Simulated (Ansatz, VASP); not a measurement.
## Mg3Sb2: VASP beside Ansatz

```
Sb Mg
1.0
     4.58200    0.00000    0.00000
    -2.29100    3.96813    0.00000
     0.00000    0.00000    7.24400
Sb Mg
2 3
Direct
  0.66667 0.33333 0.76500
  0.33333 0.66667 0.23500
  0.00000 0.00000 0.00000
  0.66667 0.33333 0.37000
  0.33333 0.66667 0.63000
```

Alike in both runs: task band structure; functional PBEsol; k mesh 7 × 7 × 4; occupations fermi-dirac, width 0.05 eV; no spin polarisation.

|  | VASP | Ansatz |
| --- | --- | --- |
| version | VASP 6.6.1 | Ansatz 0.2.0 |
| potentials or method | VASP PAW PBE potentials, release 64 (Sb, Mg) | Ansatz PAW |
| plane-wave cutoff (eV) | 520 | 420 |
| valence electrons in the cell | 16 | 60 |

Ansatz gave:

```
gap on the k mesh at the Fermi level (eV)       : 0.36
least direct gap on the mesh (eV)               : 1.11
gap along the band path (eV)                    : 0.27
pressure (GPa)                                  : -0.5
largest component of the traceless stress (GPa) : 0.44
rms of the force components (eV/Å)              : 0.175
```

Which values does VASP return?

gap on the k mesh at the Fermi level (eV): 0.35; least direct gap on the mesh (eV): 1.12; gap along the band path (eV): 0.25; pressure (GPa): -0.4; largest component of the traceless stress (GPa): 0.45; rms of the force components (eV/Å): 0.184.

Atom by atom the forces differ by 0.009 eV/Å (rms over components). The functional is the same, so the differences come from potentials, cutoffs and numerics. The two sets of potentials don't hold the same shells in valence.

Caveats: spin-orbit coupling is left out, which moves the levels of the heavy elements; the PAW data sets were made with another functional, which shifts forces and pressure a little (VASP); the mesh misses the band edges, which the band path finds closer together (VASP); the k mesh misses the band edges, so the gap on the mesh is wider than the one along the path (Ansatz); the PAW data sets come from PBE, with cores solved anew for the run's functional, which leaves a small shift of forces and pressure (Ansatz).
